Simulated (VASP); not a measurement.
# CoPdO2 (R-3m) in VASP: equation of state

How stiff is CoPdO2 in PBEsol, and what volume does it want? The cell is scaled to several volumes.

Everything below comes from runs of VASP 6.6.1. Logs are shortened: lines on timing, memory, paths and dates and some standing lists are left out, and cuts for length are marked.

## 1. The crystal as given

It takes space group R-3m (No. 166, trigonal). The conventional cell has a = 2.863 Å, b = 2.863 Å, c = 17.873 Å, α = 90.00°, β = 90.00°, γ = 120.00°. Pd (site symmetry -3m) is surrounded by 2 O at 2.01 Å. Co (site symmetry -3m) is surrounded by 6 O at 1.92 Å. O (site symmetry 3m) has 3 Co at 1.92 Å and 1 Pd at 2.01 Å as nearest neighbours.

The cell is a database's computed one.

## 2. Equation of state, PBEsol, collinear spin, ferromagnetic start, 9.94 Å³/atom (volume scaled by 0.94)

INCAR

```
SYSTEM = CoPdO2
ALGO = Normal ; EDIFF = 1E-7
ENCUT = 520 ; GGA = PS
ISIF = 2 ; ISMEAR = -1
ISPIN = 2 ; LASPH = .True.
LCHARG = .False. ; LMAXMIX = 4
LORBIT = 11 ; LREAL = .False.
LWAVE = .False. ; MAGMOM = 0 2 0 0
NBANDS = 28 ; NELM = 150
PREC = Accurate ; SIGMA = 0.05
```

KPOINTS

```
k-points
0
Gamma
  11 11 11
  0 0 0
```

POSCAR

```
CoPdO2
1.0
    1.4024635453      0.8097127054      5.8361502750
   -1.4024635453      0.8097127054      5.8361502750
    0.0000000000     -1.6194254107      5.8361502750
Pd Co O
1 1 2
Direct
    0.0000000000      0.0000000000      0.0000000000
    0.5000000000      0.5000000000      0.5000000000
    0.1124760000      0.1124760000      0.1124760000
    0.8875240000      0.8875240000      0.8875240000
```

Potentials or basis: VASP PAW PBE potentials, release 64 (Pd, Co, O).

The run is started by

```console
> cat potpaw_PBE.64/Pd/POTCAR potpaw_PBE.64/Co/POTCAR potpaw_PBE.64/O/POTCAR > POTCAR
> mpirun -np 1 vasp_std > vasp.out
```

OUTCAR:

```text
SYSTEM = CoPdO2
   EDIFF = 1E-7
   ENCUT = 520
   GGA = PS
   ISIF = 2
   ISMEAR = -1
   ISPIN = 2
   LASPH = .True.
   LORBIT = 11
   LREAL = .False.
   NELM = 150
   PREC = Accurate

 Found    146 irreducible k-points:

 Following reciprocal coordinates:
            Coordinates               Weight
  0.000000  0.000000  0.000000      1.000000
  0.090909  0.000000  0.000000      6.000000
  0.181818  0.000000  0.000000      6.000000
  0.272727  0.000000  0.000000      6.000000
  0.363636 -0.000000  0.000000      6.000000
  0.454545  0.000000  0.000000      6.000000
   k-points           NKPTS =    146   k-points in BZ     NKDIM =    146   number of bands    NBANDS=     28
   number of dos      NEDOS =    301   number of ions     NIONS =      4
   total plane-waves  NPLWV = 110592
   dimension x,y,z NGX =    48 NGY =   48 NGZ =   48
   dimension x,y,z NGXF=    96 NGYF=   96 NGZF=   96
   ions per type =               1   1   2
   NGX,Y,Z   is equivalent  to a cutoff of  13.18, 13.18, 13.18 a.u.
   NGXF,Y,Z  is equivalent  to a cutoff of  26.35, 26.35, 26.35 a.u.
 SYSTEM =  CoPdO2
   PREC   = accura    normal or accurate (medium, high low for compatibility)
   ISTART =      0    job   : 0-new  1-cont  2-samecut
   ICHARG =      2    charge: 1-file 2-atom 10-const
   ISPIN  =      2    spin polarized calculation?
   LNONCOLLINEAR =      F non collinear calculations
   LSORBIT =      F    spin-orbit coupling
   LASPH  =      T    aspherical Exc in radial PAW
   ENCUT  =  520.0 eV  38.22 Ry    6.18 a.u.  11.26 11.26 11.26*2*pi/ulx,y,z
   NELM   =    150;   NELMIN=  2; NELMDL= -5     # of ELM steps
   EDIFF  = 0.1E-06   stopping-criterion for ELM
   LREAL  =      F    real-space projection
   EDIFFG = 0.1E-05   stopping-criterion for IOM
   NSW    =      0    number of steps for IOM
   IBRION =     -1    ionic relax: 0-MD 1-quasi-New 2-CG
   NFREE  =      0    steps in history (QN), initial steepest desc. (CG)
   ISIF   =      2    stress and relaxation
   ISYM   =      2    0-nonsym 1-usesym 2-fastsym
   POTIM  = 0.5000    time-step for ionic-motion
   TEBEG  =    0.0;   TEEND  =   0.0 temperature during run
   PSTRESS=    0.0 pullay stress
   NELECT =      31.0000    total number of electrons
   NUPDOWN=      -1.0000    fix difference up-down
   EMIN   =  10.00;   EMAX   =-10.00  energy-range for DOS
   EFERMI =   0.00;   METHOD = LEGACY
   ISMEAR =    -1;   SIGMA  =   0.05  broadening in eV -4-tet -1-fermi 0-gaus
   EFERMI_NEDOS =   21; number of points for ismear=-14 and -15
   IALGO  =     38    algorithm
   IMIX   =      4    mixing-type and parameters
     AMIX     =   0.40;   BMIX     =  1.00
     AMIX_MAG =   1.60;   BMIX_MAG =  1.00
  volume/ion in A,a.u.               =       9.94        67.09
  Fermi-wavevector in a.u.,A,eV,Ry     =   1.506706  2.847262 30.887460  2.270164
  Thomas-Fermi vector in A             =   2.617389
   LORBIT       =     11    0 simple, 1 ext, 2 COOP (PROOUT), +10 PAW based schemes
   GGA     = PS    functional components
   LHFCALC =     F    Hartree Fock is set to
   AEXX    =    0.0000 exact exchange contribution
   IVDW    =     0    specifies the selected vdW correction
   LEPSILON=     F    determine dielectric tensor
   LRPA    =     F    only Hartree local field effects (RPA)
 spin polarized calculation
  energy-cutoff  :      520.00
  volume of cell :       39.76
 maximum number of plane-waves:      1086
 NGX is ok and might be reduce to    48
   NGX = 23   NGY = 23   NGZ = 23

 number of electron      31.0000007 magnetization      -0.0003886

 number of electron      31.0000007 magnetization       0.0000037

 Free energy of the ion-electron system (eV)
  ---------------------------------------------------
  ext. energy  EPLUGINS =         0.00000000
  ---------------------------------------------------
  free energy    TOTEN  =       -27.77056339 eV

  energy without entropy =      -27.76836112  energy(sigma->0) =      -27.76946226

 E-fermi :   8.1274     XC(G=0): -12.9483

 val. band max:        7.9954016010   @ k =  -0.1818   0.1818   0.0000
 cond. band min:       8.4346771244   @ k =   0.4545   0.4545   0.0000
 fundamental gap:      0.4392755234
 Fermi energy:         8.1273983823

 spin component 1

 k-point     1 :       0.0000    0.0000    0.0000
  band No.  band energies     occupation
      1     -13.0798      1.00000
      2     -11.0029      1.00000
      3      -0.7796      1.00000
      4       1.7957      1.00000
      5       1.7957      1.00000
      6       2.8760      1.00000
[... 19 lines left out ...]
     26      27.7908      0.00000
     27      30.0649      0.00000

 k-point     2 :       0.0909    0.0000    0.0000
  band No.  band energies     occupation
      1     -12.9767      1.00000
      2     -10.9970      1.00000
      3      -0.6678      1.00000
      4       1.5510      1.00000
      5       1.8484      1.00000
[... 30 lines left out ...]
  band No.  band energies     occupation
      1     -11.8188      1.00000
      2     -11.0216      1.00000
      3       0.2882      1.00000
      4       0.4179      1.00000
      5       1.7469      1.00000
      6       2.3530      1.00000
[... 19 lines left out ...]
     26      25.0459      0.00000
     27      26.9485      0.00000

 k-point     6 :       0.4545    0.0000    0.0000
  band No.  band energies     occupation
      1     -11.4584      1.00000
      2     -11.1192      1.00000
      3       0.0377      1.00000
      4       0.4353      1.00000
      5       1.9198      1.00000
      6       2.4578      1.00000
[... 19 lines left out ...]
     26      25.3430      0.00000
     27      26.2513      0.00000

 [... further k-points ...]

 spin component 2

 k-point     1 :       0.0000    0.0000    0.0000
  band No.  band energies     occupation
      1     -13.0798      1.00000
      2     -11.0029      1.00000
      3      -0.7796      1.00000
      4       1.7957      1.00000
      5       1.7957      1.00000
      6       2.8760      1.00000
[... 19 lines left out ...]
     26      27.7908      0.00000
     27      30.0649      0.00000

 k-point     2 :       0.0909    0.0000    0.0000
  band No.  band energies     occupation
      1     -12.9767      1.00000
      2     -10.9970      1.00000
      3      -0.6678      1.00000
      4       1.5510      1.00000
      5       1.8484      1.00000
      6       3.0407      1.00000
[... 19 lines left out ...]
     26      27.4084      0.00000
     27      29.3761      0.00000

 k-point     3 :       0.1818    0.0000    0.0000
  band No.  band energies     occupation
      1     -12.6868      1.00000
      2     -10.9855      1.00000
      3      -0.3641      1.00000
      4       1.1008      1.00000
      5       1.9908      1.00000
      6       3.0914      1.00000
[... 19 lines left out ...]
     26      27.2242      0.00000
     27      28.2303      0.00000

 k-point     4 :       0.2727    0.0000    0.0000
  band No.  band energies     occupation
      1     -12.2690      1.00000
      2     -10.9850      1.00000
      3       0.0287      1.00000
      4       0.7241      1.00000
      5       2.1788      1.00000
      6       2.2624      1.00000
[... 19 lines left out ...]
     26      26.4327      0.00000
     27      27.4379      0.00000

 k-point     5 :       0.3636   -0.0000    0.0000
  band No.  band energies     occupation
      1     -11.8188      1.00000
      2     -11.0216      1.00000
      3       0.2882      1.00000
      4       0.4179      1.00000
      5       1.7469      1.00000
      6       2.3530      1.00000
[... 19 lines left out ...]
     26      25.0459      0.00000
     27      26.9485      0.00000

 k-point     6 :       0.4545    0.0000    0.0000
  band No.  band energies     occupation
      1     -11.4584      1.00000
      2     -11.1192      1.00000
      3       0.0377      1.00000
      4       0.4353      1.00000
      5       1.9198      1.00000
      6       2.4578      1.00000
[... 19 lines left out ...]
     26      25.3430      0.00000
     27      26.2513      0.00000

 [... further k-points ...]

 [bands above 27 left out]

------------------------ aborting loop because EDIFF is reached ----------------------------------------

  FORCE on cell =-STRESS in cart. coord.  units (eV):
  Direction    XX          YY          ZZ          XY          YZ          ZX
  --------------------------------------------------------------------------------------
  -------------------------------------------------------------------------------------
  Total        0.6283217      0.6283217      1.1250837     -0.0000000      0.0000000      0.0000000
  in kB       25.3158443     25.3158443     45.3309838     -0.0000000      0.0000000      0.0000000
  external PRESSURE =      31.9875575 kB  Pullay stress =       0.0000000 kB

 VOLUME and BASIS-vectors are now :
 -----------------------------------------------------------------------------
  energy-cutoff  :      520.00
  volume of cell :       39.76
      direct lattice vectors                 reciprocal lattice vectors
     1.402463545  0.809712705  5.836150275     0.356515506  0.205834323  0.057115276
    -1.402463545  0.809712705  5.836150275    -0.356515506  0.205834323  0.057115276
     0.000000000 -1.619425411  5.836150275     0.000000000 -0.411668646  0.057115276

 POSITION                                       TOTAL-FORCE (eV/Angst)
 -----------------------------------------------------------------------------------
      0.00000      0.00000      0.00000         0.000000     -0.000000     -0.000000
      0.00000      0.00000      8.75423         0.000000     -0.000000      0.000000
      0.00000      0.00000      1.96928         0.000000     -0.000000     -0.028214
      0.00000      0.00000     15.53917         0.000000      0.000000      0.028214
 -----------------------------------------------------------------------------------
    total drift:                                0.000000      0.000000     -0.000000

  FREE ENERGIE OF THE ION-ELECTRON SYSTEM (eV)
  ---------------------------------------------------
  free  energy   TOTEN  =       -27.7705633939 eV

  energy  without entropy=      -27.7683611190  energy(sigma->0) =      -27.76946226

 total charge

# of ion       s       p       d       tot
------------------------------------------
    1        0.494   0.518   8.468   9.480
    2        0.456   0.722   7.390   8.567
    3        1.554   3.446   0.000   5.000
    4        1.554   3.446   0.000   5.000
--------------------------------------------------
tot          4.058   8.132  15.857  28.047

 magnetization (x)

# of ion       s       p       d       tot
------------------------------------------
    1       -0.000  -0.000  -0.000  -0.000
    2       -0.000  -0.000   0.000  -0.000
    3       -0.000  -0.000   0.000  -0.000
    4       -0.000  -0.000   0.000  -0.000
--------------------------------------------------
tot         -0.000  -0.000  -0.000  -0.000
```

It took 26 min on 1 thread of Intel Xeon Platinum 8488C (Sapphire Rapids), shared host; peak memory 0.59 GiB.

What came out:

```yaml
Free_energy: -27.7706 eV
Pressure: 3.2 GPa
Largest_force: 0.028 eV/Å
Band_gap_on_the_k_mesh: none (metal or under the smearing width)
Net_moment: 0.00 μB per cell
Valence_electrons_inside_the_program's_atomic_spheres: Pd 9.48; Co 8.57; O 5.00
```

Caveat: the starting moments collapsed, and a magnetic state may lie lower; the PAW data sets were made with another functional, which shifts forces and pressure a little; semilocal functionals often make such compounds metallic where correlation or magnetic order opens a gap, which also shifts bond lengths.

## 3. Equation of state, PBEsol, collinear spin, ferromagnetic start, 10.15 Å³/atom (volume scaled by 0.96)

INCAR is that of step 2.

KPOINTS is that of step 2.

POSCAR

```
CoPdO2
1.0
    1.4123403745      0.8154150954      5.8772512790
   -1.4123403745      0.8154150954      5.8772512790
    0.0000000000     -1.6308301908      5.8772512790
Pd Co O
1 1 2
Direct
    0.0000000000      0.0000000000      0.0000000000
    0.5000000000      0.5000000000      0.5000000000
    0.1124760000      0.1124760000      0.1124760000
    0.8875240000      0.8875240000      0.8875240000
```

Potentials or basis: VASP PAW PBE potentials, release 64 (Pd, Co, O).

The run is started by

```console
> cat potpaw_PBE.64/Pd/POTCAR potpaw_PBE.64/Co/POTCAR potpaw_PBE.64/O/POTCAR > POTCAR
> mpirun -np 1 vasp_std > vasp.out
```

Wall time 19 min (1 thread of Intel Xeon Platinum 8488C (Sapphire Rapids), shared host); peak memory 0.59 GiB.

The run converged. Its results:

```yaml
Free_energy: -27.7746 eV
Pressure: -2.1 GPa
Largest_force: 0.052 eV/Å
Band_gap_on_the_k_mesh: none (metal or under the smearing width)
Net_moment: 0.00 μB per cell
Valence_electrons_inside_the_program's_atomic_spheres: Pd 9.43; Co 8.50; O 4.99
```

Caveat: the starting moments collapsed, and a magnetic state may lie lower; the PAW data sets were made with another functional, which shifts forces and pressure a little; semilocal functionals often make such compounds metallic where correlation or magnetic order opens a gap, which also shifts bond lengths.

## 4. Equation of state, PBEsol, collinear spin, ferromagnetic start, 10.36 Å³/atom (volume scaled by 0.98)

INCAR is that of step 3.

KPOINTS is that of step 3.

POSCAR

```
CoPdO2
1.0
    1.4220809608      0.8210388255      5.9177853274
   -1.4220809608      0.8210388255      5.9177853274
    0.0000000000     -1.6420776510      5.9177853274
Pd Co O
1 1 2
Direct
    0.0000000000      0.0000000000      0.0000000000
    0.5000000000      0.5000000000      0.5000000000
    0.1124760000      0.1124760000      0.1124760000
    0.8875240000      0.8875240000      0.8875240000
```

The run is started by

```console
> cat potpaw_PBE.64/Pd/POTCAR potpaw_PBE.64/Co/POTCAR potpaw_PBE.64/O/POTCAR > POTCAR
> mpirun -np 1 vasp_std > vasp.out
```

It took 21 min on 1 thread of Intel Xeon Platinum 8488C (Sapphire Rapids), shared host; peak memory 0.58 GiB.

Results (log left out):

| Quantity | Value |
| --- | --- |
| Free energy | -27.7526 eV |
| Pressure | -6.7 GPa |
| Largest force | 0.125 eV/Å |
| Band gap on the k mesh | none (metal or under the smearing width) |
| Net moment | 0.00 μB per cell |
| Valence electrons inside the program's atomic spheres | Pd 9.38; Co 8.44; O 4.97 |

Caveat: the starting moments collapsed, and a magnetic state may lie lower; the PAW data sets were made with another functional, which shifts forces and pressure a little; semilocal functionals often make such compounds metallic where correlation or magnetic order opens a gap, which also shifts bond lengths.

## 5. Equation of state, PBEsol, collinear spin, ferromagnetic start, 10.79 Å³/atom (volume scaled by 1.02)

INCAR is that of step 4.

KPOINTS is that of step 4.

POSCAR

```
CoPdO2
1.0
    1.4411715738      0.8320607961      5.9972281671
   -1.4411715738      0.8320607961      5.9972281671
    0.0000000000     -1.6641215921      5.9972281671
Pd Co O
1 1 2
Direct
    0.0000000000      0.0000000000      0.0000000000
    0.5000000000      0.5000000000      0.5000000000
    0.1124760000      0.1124760000      0.1124760000
    0.8875240000      0.8875240000      0.8875240000
```

The run is started by

```console
> cat potpaw_PBE.64/Pd/POTCAR potpaw_PBE.64/Co/POTCAR potpaw_PBE.64/O/POTCAR > POTCAR
> mpirun -np 1 vasp_std > vasp.out
```

Run time: 22 min. Hardware: 1 thread of Intel Xeon Platinum 8488C (Sapphire Rapids), shared host; peak memory 0.59 GiB.

Results (log left out):

| Property | Result |
| --- | --- |
| Free energy | -27.6422 eV |
| Pressure | -14.3 GPa |
| Largest force | 0.259 eV/Å |
| Band gap on the k mesh | none (metal or under the smearing width) |
| Net moment | 0.00 μB per cell |
| Valence electrons inside the program's atomic spheres | Pd 9.30; Co 8.32; O 4.95 |

Caveat: the starting moments collapsed, and a magnetic state may lie lower; the PAW data sets were made with another functional, which shifts forces and pressure a little; semilocal functionals often make such compounds metallic where correlation or magnetic order opens a gap, which also shifts bond lengths.

## 6. Equation of state, PBEsol, collinear spin, ferromagnetic start, 11.00 Å³/atom (volume scaled by 1.04)

INCAR is that of step 5.

KPOINTS is that of step 5.

POSCAR

```
CoPdO2
1.0
    1.4505300930      0.8374639396      6.0361722983
   -1.4505300930      0.8374639396      6.0361722983
    0.0000000000     -1.6749278793      6.0361722983
Pd Co O
1 1 2
Direct
    0.0000000000      0.0000000000      0.0000000000
    0.5000000000      0.5000000000      0.5000000000
    0.1124760000      0.1124760000      0.1124760000
    0.8875240000      0.8875240000      0.8875240000
```

Potentials or basis: VASP PAW PBE potentials, release 64 (Pd, Co, O).

The run is started by

```console
> cat potpaw_PBE.64/Pd/POTCAR potpaw_PBE.64/Co/POTCAR potpaw_PBE.64/O/POTCAR > POTCAR
> mpirun -np 1 vasp_std > vasp.out
```

Run time: 19 min. Hardware: 1 thread of Intel Xeon Platinum 8488C (Sapphire Rapids), shared host; peak memory 0.61 GiB.

The run converged. Its results:

| Quantity | Value |
| --- | --- |
| Free energy | -27.5591 eV |
| Pressure | -17.5 GPa |
| Largest force | 0.319 eV/Å |
| Band gap on the k mesh | none (metal or under the smearing width) |
| Net moment | 0.00 μB per cell |
| Valence electrons inside the program's atomic spheres | Pd 9.27; Co 8.27; O 4.93 |

Caveat: the starting moments collapsed, and a magnetic state may lie lower; the PAW data sets were made with another functional, which shifts forces and pressure a little; semilocal functionals often make such compounds metallic where correlation or magnetic order opens a gap, which also shifts bond lengths.

## 7. Equation of state, PBEsol, collinear spin, ferromagnetic start, 11.21 Å³/atom (volume scaled by 1.06)

INCAR is that of step 6.

KPOINTS is that of step 6.

POSCAR

```
CoPdO2
1.0
    1.4597693873      0.8427982487      6.0746202923
   -1.4597693873      0.8427982487      6.0746202923
    0.0000000000     -1.6855964974      6.0746202923
Pd Co O
1 1 2
Direct
    0.0000000000      0.0000000000      0.0000000000
    0.5000000000      0.5000000000      0.5000000000
    0.1124760000      0.1124760000      0.1124760000
    0.8875240000      0.8875240000      0.8875240000
```

The run is started by

```console
> cat potpaw_PBE.64/Pd/POTCAR potpaw_PBE.64/Co/POTCAR potpaw_PBE.64/O/POTCAR > POTCAR
> mpirun -np 1 vasp_std > vasp.out
```

Run time: 21 min. Hardware: 1 thread of Intel Xeon Platinum 8488C (Sapphire Rapids), shared host; peak memory 0.61 GiB.

It converged, with:

- Free energy: -27.4603 eV
- Pressure: -20.3 GPa
- Largest force: 0.376 eV/Å
- Band gap on the k mesh: none (metal or under the smearing width)
- Net moment: 0.00 μB per cell
- Valence electrons inside the program's atomic spheres: Pd 9.23; Co 8.22; O 4.92

Caveat: the starting moments collapsed, and a magnetic state may lie lower; the PAW data sets were made with another functional, which shifts forces and pressure a little; semilocal functionals often make such compounds metallic where correlation or magnetic order opens a gap, which also shifts bond lengths.

## 8. Equation of state, PBEsol, collinear spin, ferromagnetic start

Potentials or basis: VASP PAW PBE potentials, release 64 (Pd, Co, O).

This step only gathers the single runs of the series.

What came out:

```
Equilibrium volume                        : 10.08 Å³/atom
Bulk modulus at fixed shape and positions : 246 GPa
Pressure derivative of the bulk modulus   : 5.0
```

Energy against volume, from the lowest point:
| volume (Å³/atom) | energy (meV/atom) |
| --- | --- |
| 9.941 | 1.00 |
| 10.153 | 0.00 |
| 10.364 | 5.51 |
| 10.576 | 16.76 |
| 10.787 | 33.08 |
| 10.999 | 53.87 |
| 11.210 | 78.58 |

Caveat: the cell was scaled at fixed shape and fractional positions, which overstates the stiffness of a crystal with free parameters, most of all of layers and chains; the PAW data sets were made with another functional, which shifts forces and pressure a little.
